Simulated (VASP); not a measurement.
# Mo (Im-3m) in VASP: density of states with PBE

Aim: the density of states of Mo with PBE.

All numbers are computed with VASP 6.6.1; they aren't measurements. Logs are shortened: lines on timing, memory, paths and dates and some standing lists are left out, and cuts for length are marked.

## (1) The crystal as given

The structure is cubic, space group Im-3m (No. 229). The conventional cell has a = 3.162 Å, b = 3.162 Å, c = 3.162 Å, α = 90.00°, β = 90.00°, γ = 90.00°. Mo (site symmetry m-3m) has 8 Mo at 2.74 Å as nearest neighbours.

## (2) Density of states, PBE, collinear spin, ferromagnetic start

Input file POSCAR:

```
Mo                                      
1.0
   -1.5812161046      1.5812161046      1.5812161046
    1.5812161046     -1.5812161046      1.5812161046
    1.5812161046      1.5812161046     -1.5812161046
  Mo            
     1
Direct
     0.0000000000000000    0.0000000000000000    0.0000000000000000
```

Input file INCAR.step1:

```
PREC = Accurate ; ENCUT = 520
EDIFF = 1E-7 ; ISMEAR = 0
SIGMA = 0.1 ; LREAL = False
LASPH = True ; NELM = 100
ALGO = Normal ; ISIF = 2
LWAVE = False ; LCHARG = True
ISPIN = 2 ; MAGMOM = 1
LMAXMIX = 4 ; GGA = PE
```

Input file KPOINTS.step1:

```
Automatic mesh
0
Gamma
  18 18 18
```

Input file INCAR.step2:

```
PREC = Accurate ; ENCUT = 520
EDIFF = 1E-7 ; ISMEAR = -5
SIGMA = 0.1 ; LREAL = False
LASPH = True ; NELM = 100
ALGO = Normal ; ISIF = 2
LWAVE = False ; LCHARG = False
ISPIN = 2 ; MAGMOM = 1
LORBIT = 10 ; LMAXMIX = 4
GGA = PE ; NEDOS = 1001
ICHARG = 11
```

Input file KPOINTS.step2:

```
Automatic mesh
0
Gamma
  27 27 27
```

Potentials or basis: VASP PAW PBE potentials, release 64 (Mo_sv).

Started as:

```bash
> cat potpaw_PBE.64/Mo_sv/POTCAR > POTCAR
> cp INCAR.step1 INCAR
> cp KPOINTS.step1 KPOINTS
> mpirun -np 1 vasp_std > vasp.out
> cp INCAR.step2 INCAR
> cp KPOINTS.step2 KPOINTS
> mpirun -np 1 vasp_std > vasp.out
```

OUTCAR:

```text
PREC = Accurate
   ENCUT = 520
   EDIFF = 1E-7
   ISMEAR = -5
   LREAL = False
   LASPH = True
   NELM = 100
   ISIF = 2
   ISPIN = 2
   LORBIT = 10
   GGA = PE
   ICHARG = 11

 ion  position               nearest neighbor table
   1  0.000  0.000  0.000-

  LATTYP: Found a body centered cubic cell.
 ALAT       =     3.1624322092

  Lattice vectors:

 A1 = (  -1.5812161046,   1.5812161046,   1.5812161046)
 A2 = (   1.5812161046,  -1.5812161046,   1.5812161046)
 A3 = (   1.5812161046,   1.5812161046,  -1.5812161046)

Analysis of symmetry for initial positions (statically):
=====================================================================
 Subroutine PRICEL returns:
 Original cell was already a primitive cell.

 Routine SETGRP: Setting up the symmetry group for a
 body centered cubic supercell.

 Subroutine GETGRP returns: Found 48 space group operations
 (whereof 48 operations were pure point group operations)
 out of a pool of 48 trial point group operations.

The static configuration has the point symmetry O_h .

Analysis of symmetry for dynamics (positions and initial velocities):
=====================================================================
 Subroutine PRICEL returns:
 Original cell was already a primitive cell.

 Routine SETGRP: Setting up the symmetry group for a
 body centered cubic supercell.

 Subroutine GETGRP returns: Found 48 space group operations
 (whereof 48 operations were pure point group operations)
 out of a pool of 48 trial point group operations.

The dynamic configuration has the point symmetry O_h .

Analysis of structural, dynamic, and magnetic symmetry:
=====================================================================
 Subroutine PRICEL returns:
 Original cell was already a primitive cell.

 Routine SETGRP: Setting up the symmetry group for a
 body centered cubic supercell.

 Subroutine GETGRP returns: Found 48 space group operations
 (whereof 48 operations were pure point group operations)
 out of a pool of 48 trial point group operations.

The overall configuration has the point symmetry O_h .

 Subroutine INISYM returns: Found 48 space group operations
 (whereof 48 operations are pure point group operations),
 and found     1 'primitive' translations

----------------------------------------------------------------------------------------

                                     Primitive cell

  volume of cell :      15.8137

  direct lattice vectors                    reciprocal lattice vectors
    -1.581216105  1.581216105  1.581216105     0.000000000  0.316212312  0.316212312
     1.581216105 -1.581216105  1.581216105     0.316212312  0.000000000  0.316212312
     1.581216105  1.581216105 -1.581216105     0.316212312  0.316212312  0.000000000

  length of vectors
     2.738746631  2.738746631  2.738746631     0.447191740  0.447191740  0.447191740

  position of ions in fractional coordinates (direct lattice)
     0.000000000  0.000000000  0.000000000

  ion indices of the primitive-cell ions
   primitive index   ion index
                 1           1

----------------------------------------------------------------------------------------

 KPOINTS: Automatic mesh

Automatic generation of k-mesh.
 Grid dimensions read from file:
 generate k-points for:   27   27   27

 Generating k-lattice:

  Cartesian coordinates                     Fractional coordinates (reciprocal lattice)
     0.000000000  0.011711567  0.011711567     0.037037037  0.000000000  0.000000000
     0.011711567  0.000000000  0.011711567     0.000000000  0.037037037  0.000000000
     0.011711567  0.011711567  0.000000000     0.000000000  0.000000000  0.037037037

  Length of vectors
     0.016562657  0.016562657  0.016562657

  Shift w.r.t. Gamma in fractional coordinates (k-lattice)
     0.000000000  0.000000000  0.000000000

 TETIRR: Found  23679 inequivalent tetrahedra from   118098

 Subroutine IBZKPT returns following result:
 ===========================================

 Found    560 irreducible k-points:

 Following reciprocal coordinates:
            Coordinates               Weight
  0.000000  0.000000  0.000000      1.000000
  0.037037  0.000000  0.000000     12.000000
  0.074074  0.000000  0.000000     12.000000
  0.111111  0.000000  0.000000     12.000000
  0.148148  0.000000  0.000000     12.000000
  0.185185  0.000000  0.000000     12.000000
[... 16 lines left out ...]
  0.333333  0.037037 -0.000000     48.000000
  0.370370  0.037037  0.000000     48.000000
 [... further k-points ...]
   k-points           NKPTS =    560   k-points in BZ     NKDIM =    560   number of bands    NBANDS=     12
   number of dos      NEDOS =   1001   number of ions     NIONS =      1
   total plane-waves  NPLWV =   8000
   dimension x,y,z NGX =    20 NGY =   20 NGZ =   20
   dimension x,y,z NGXF=    40 NGYF=   40 NGZF=   40
   ions per type =               1
   NGX,Y,Z   is equivalent  to a cutoff of  12.14, 12.14, 12.14 a.u.
   NGXF,Y,Z  is equivalent  to a cutoff of  24.28, 24.28, 24.28 a.u.
 SYSTEM =  unknown system
   PREC   = accura    normal or accurate (medium, high low for compatibility)
   ISTART =      0    job   : 0-new  1-cont  2-samecut
   ICHARG =     11    charge: 1-file 2-atom 10-const
   ISPIN  =      2    spin polarized calculation?
   LNONCOLLINEAR =      F non collinear calculations
   LSORBIT =      F    spin-orbit coupling
   LASPH  =      T    aspherical Exc in radial PAW
   ENCUT  =  520.0 eV  38.22 Ry    6.18 a.u.   5.09  5.09  5.09*2*pi/ulx,y,z
   NELM   =    100;   NELMIN=  2; NELMDL=  0     # of ELM steps
   EDIFF  = 0.1E-06   stopping-criterion for ELM
   LREAL  =      F    real-space projection
   EDIFFG = 0.1E-05   stopping-criterion for IOM
   NSW    =      0    number of steps for IOM
   IBRION =     -1    ionic relax: 0-MD 1-quasi-New 2-CG
   NFREE  =      0    steps in history (QN), initial steepest desc. (CG)
   ISIF   =      2    stress and relaxation
   ISYM   =      2    0-nonsym 1-usesym 2-fastsym
   POTIM  = 0.5000    time-step for ionic-motion
   TEBEG  =    0.0;   TEEND  =   0.0 temperature during run
   PSTRESS=    0.0 pullay stress
   NELECT =      14.0000    total number of electrons
   NUPDOWN=      -1.0000    fix difference up-down
   EMIN   =  10.00;   EMAX   =-10.00  energy-range for DOS
   EFERMI =   0.00;   METHOD = LEGACY
   ISMEAR =    -5;   SIGMA  =   0.10  broadening in eV -4-tet -1-fermi 0-gaus
   EFERMI_NEDOS =   21; number of points for ismear=-14 and -15
   IALGO  =     38    algorithm
   IMIX   =      4    mixing-type and parameters
     AMIX     =   0.40;   BMIX     =  1.00
     AMIX_MAG =   1.60;   BMIX_MAG =  1.00
  volume/ion in A,a.u.               =      15.81       106.72
  Fermi-wavevector in a.u.,A,eV,Ry     =   1.571953  2.970561 33.620498  2.471037
  Thomas-Fermi vector in A             =   2.673460
   LORBIT       =     10    0 simple, 1 ext, 2 COOP (PROOUT), +10 PAW based schemes
   GGA     = PE    functional components
   LHFCALC =     F    Hartree Fock is set to
   AEXX    =    0.0000 exact exchange contribution
   IVDW    =     0    specifies the selected vdW correction
   LEPSILON=     F    determine dielectric tensor
   LRPA    =     F    only Hartree local field effects (RPA)
 spin polarized calculation
 Fermi weights with tetrahedron method with Bloechl corrections
  energy-cutoff  :      520.00
  volume of cell :       15.81
 maximum number of plane-waves:       438

 number of electron      14.0000004 magnetization      -0.0000159

 Free energy of the ion-electron system (eV)
  ---------------------------------------------------
  ext. energy  EPLUGINS =         0.00000000
  ---------------------------------------------------
  free energy    TOTEN  =       -10.93547666 eV

  energy without entropy =      -10.93547666  energy(sigma->0) =      -10.93547666

 E-fermi :  12.4289     XC(G=0): -13.3253

 val. band max:       12.4600814227   @ k =   0.4074   0.1111   0.0741
 cond. band min:      12.4086462136   @ k =  -0.2593   0.3704   0.1481
 fundamental gap:     -0.0514352091
 Fermi energy:        12.4289010351

 spin component 1

 k-point     1 :       0.0000    0.0000    0.0000
  band No.  band energies     occupation
      1     -48.8718      1.00000
      2     -22.1643      1.00000
      3     -22.1643      1.00000
      4     -22.1643      1.00000
      5       5.2106      1.00000
      6      11.0659      1.00000
      7      11.0659      1.00000
      8      11.0659      1.00000
      9      14.0490      0.00000
     10      14.0490      0.00000
     11      27.2222      0.00000
     12      27.2222      0.00000

 k-point     2 :       0.0370    0.0000    0.0000
  band No.  band energies     occupation
      1     -48.8684      1.00000
      2     -22.1838      1.00000
      3     -22.1703      1.00000
      4     -22.1644      1.00000
      5       5.2712      1.00000
      6      11.0317      1.00000
      7      11.0610      1.00000
      8      11.1222      1.00000
      9      13.9966      0.00000
     10      14.0498      0.00000
     11      27.2689      0.00000
     12      27.3277      0.00000
[... 301 lines left out ...]
 k-point    23 :       0.3333    0.0370   -0.0000
  band No.  band energies     occupation
      1     -48.6696      1.00000
      2     -23.2546      1.00000
      3     -22.5141      1.00000
      4     -22.1804      1.00000
      5       7.4539      1.00000
      6       9.4089      1.00000
      7      11.8865      1.01878
      8      13.8807      0.00000
      9      14.4975      0.00000
     10      15.4385      0.00000
     11      25.6127      0.00000
     12      26.2111      0.00000

 k-point    24 :       0.3704    0.0370    0.0000
  band No.  band energies     occupation
      1     -48.6481      1.00000
      2     -23.3617      1.00000
      3     -22.5505      1.00000
      4     -22.1814      1.00000
      5       7.3701      1.00000
      6       9.2655      1.00000
      7      12.4967      0.48131
      8      14.0265      0.00000
      9      14.6039      0.00000
     10      16.1026      0.00000
     11      25.0751      0.00000
     12      25.3564      0.00000

 [... further k-points ...]

 spin component 2

 k-point     1 :       0.0000    0.0000    0.0000
  band No.  band energies     occupation
      1     -48.8718      1.00000
      2     -22.1643      1.00000
      3     -22.1643      1.00000
      4     -22.1643      1.00000
      5       5.2106      1.00000
      6      11.0659      1.00000
      7      11.0659      1.00000
      8      11.0659      1.00000
      9      14.0490      0.00000
     10      14.0490      0.00000
     11      27.2222      0.00000
     12      27.2222      0.00000

 k-point     2 :       0.0370    0.0000    0.0000
  band No.  band energies     occupation
      1     -48.8684      1.00000
      2     -22.1838      1.00000
      3     -22.1703      1.00000
      4     -22.1644      1.00000
      5       5.2712      1.00000
      6      11.0317      1.00000
      7      11.0610      1.00000
      8      11.1222      1.00000
      9      13.9966      0.00000
     10      14.0498      0.00000
     11      27.2685      0.00000
     12      27.3240      0.00000
[... 301 lines left out ...]
 k-point    23 :       0.3333    0.0370   -0.0000
  band No.  band energies     occupation
      1     -48.6696      1.00000
      2     -23.2546      1.00000
      3     -22.5141      1.00000
      4     -22.1804      1.00000
      5       7.4539      1.00000
      6       9.4089      1.00000
      7      11.8865      1.01878
      8      13.8807      0.00000
      9      14.4975      0.00000
     10      15.4385      0.00000
     11      25.6127      0.00000
     12      26.2111      0.00000

 k-point    24 :       0.3704    0.0370    0.0000
  band No.  band energies     occupation
      1     -48.6481      1.00000
      2     -23.3617      1.00000
      3     -22.5505      1.00000
      4     -22.1814      1.00000
      5       7.3701      1.00000
      6       9.2655      1.00000
      7      12.4967      0.48135
      8      14.0265      0.00000
      9      14.6039      0.00000
     10      16.1025      0.00000
     11      25.0751      0.00000
     12      25.3564      0.00000

 [... further k-points ...]

------------------------ aborting loop because EDIFF is reached ----------------------------------------

  FORCE on cell =-STRESS in cart. coord.  units (eV):
  Direction    XX          YY          ZZ          XY          YZ          ZX
  --------------------------------------------------------------------------------------
  -------------------------------------------------------------------------------------
  Total       -0.0232733     -0.0232733     -0.0232733      0.0000000      0.0000000      0.0000000
  in kB       -2.3579547     -2.3579547     -2.3579547      0.0000000      0.0000000      0.0000000
  external PRESSURE =      -2.3579547 kB  Pullay stress =       0.0000000 kB

 VOLUME and BASIS-vectors are now :
 -----------------------------------------------------------------------------
  energy-cutoff  :      520.00
  volume of cell :       15.81
      direct lattice vectors                 reciprocal lattice vectors
    -1.581216105  1.581216105  1.581216105     0.000000000  0.316212312  0.316212312
     1.581216105 -1.581216105  1.581216105     0.316212312  0.000000000  0.316212312
     1.581216105  1.581216105 -1.581216105     0.316212312  0.316212312  0.000000000

 POSITION                                       TOTAL-FORCE (eV/Angst)
 -----------------------------------------------------------------------------------
      0.00000      0.00000      0.00000         0.000000      0.000000     -0.000000
 -----------------------------------------------------------------------------------
    total drift:                                0.000000     -0.000000      0.000000

  FREE ENERGIE OF THE ION-ELECTRON SYSTEM (eV)
  ---------------------------------------------------
  free  energy   TOTEN  =       -10.9354766587 eV

  energy  without entropy=      -10.9354766587  energy(sigma->0) =      -10.93547666

 total charge

# of ion       s       p       d       tot
------------------------------------------
    1        2.378   6.203   3.891  12.472

 magnetization (x)

# of ion       s       p       d       tot
------------------------------------------
    1        0.000  -0.000  -0.000  -0.000
```

It took 2 min on 1 thread of Intel Xeon Platinum 8375C at 2.90GHz (Ice Lake), shared host; peak memory 0.35 GiB.

Results:

- Net moment: 0.00 μB per cell
- Valence electrons inside the program's atomic spheres: Mo 12.47

Levels at points of the mesh, in eV from the Fermi level:
Spin up:
```csv
k point,band 3,band 4,band 5,band 6,band 7,band 8,band 9,band 10,band 11,band 12
"(0.00, 0.00, 0.00)",-34.59,-34.59,-7.22,-1.36,-1.36,-1.36,1.62,1.62,14.79,14.79
```
Spin down:
| k point | band 5 | band 6 | band 7 | band 8 | band 9 | band 10 |
| --- | --- | --- | --- | --- | --- | --- |
| (0.00, 0.00, 0.00) | -7.22 | -1.36 | -1.36 | -1.36 | 1.62 | 1.62 |

States per cell in windows of 0.5 eV (zero at the Fermi level; states under -8 eV left out):
```tsv
from (eV)	up	down	Mo1_d_down	Mo1_d_up	Mo1_p_down	Mo1_p_up	Mo1_s_up	Mo1_s_down
-8.0	0.00	0.00	0.00	0.00	0.00	0.00	0.00	0.00
-7.5	0.00	0.00	0.00	0.00	0.00	0.00	0.00	0.00
-7.0	0.01	0.01	0.00	0.00	0.00	0.00	0.01	0.01
-6.5	0.02	0.02	0.00	0.00	0.00	0.00	0.01	0.01
-6.0	0.03	0.03	0.00	0.00	0.00	0.00	0.01	0.01
-5.5	0.08	0.08	0.03	0.03	0.00	0.00	0.02	0.02
-5.0	0.27	0.27	0.14	0.14	0.01	0.01	0.05	0.05
-4.5	0.37	0.37	0.21	0.21	0.01	0.01	0.04	0.04
-4.0	0.30	0.30	0.18	0.18	0.01	0.01	0.02	0.02
-3.5	0.30	0.30	0.24	0.24	0.01	0.01	0.00	0.00
-3.0	0.45	0.45	0.34	0.34	0.02	0.02	0.00	0.00
-2.5	0.26	0.26	0.19	0.19	0.01	0.01	0.01	0.01
-2.0	0.49	0.49	0.33	0.33	0.03	0.03	0.01	0.01
-1.5	0.19	0.19	0.12	0.12	0.02	0.02	0.01	0.01
-1.0	0.14	0.14	0.09	0.09	0.01	0.01	0.00	0.00
-0.5	0.14	0.14	0.10	0.10	0.01	0.01	0.00	0.00
0.0	0.18	0.18	0.14	0.14	0.01	0.01	0.00	0.00
0.5	0.29	0.29	0.24	0.24	0.01	0.01	0.00	0.00
1.0	0.36	0.36	0.31	0.31	0.01	0.01	0.00	0.00
1.5	0.41	0.41	0.37	0.37	0.00	0.00	0.00	0.00
2.0	0.56	0.56	0.51	0.51	0.00	0.00	0.00	0.00
2.5	0.28	0.28	0.24	0.24	0.01	0.01	0.01	0.01
3.0	0.19	0.19	0.16	0.16	0.01	0.01	0.01	0.01
3.5	0.16	0.16	0.13	0.13	0.01	0.01	0.01	0.01
4.0	0.08	0.08	0.06	0.06	0.01	0.01	0.00	0.00
4.5	0.08	0.08	0.06	0.06	0.01	0.01	0.00	0.00
5.0	0.07	0.07	0.05	0.05	0.01	0.01	0.00	0.00
5.5	0.06	0.06	0.03	0.03	0.01	0.01	0.00	0.00
6.0	0.07	0.07	0.04	0.04	0.01	0.01	0.00	0.00
6.5	0.07	0.07	0.03	0.03	0.01	0.01	0.00	0.00
7.0	0.06	0.06	0.03	0.03	0.01	0.01	0.00	0.00
7.5	0.05	0.05	0.02	0.02	0.01	0.01	0.00	0.00
```

Caveat: tetrahedron occupations give inexact forces and stress in metals.
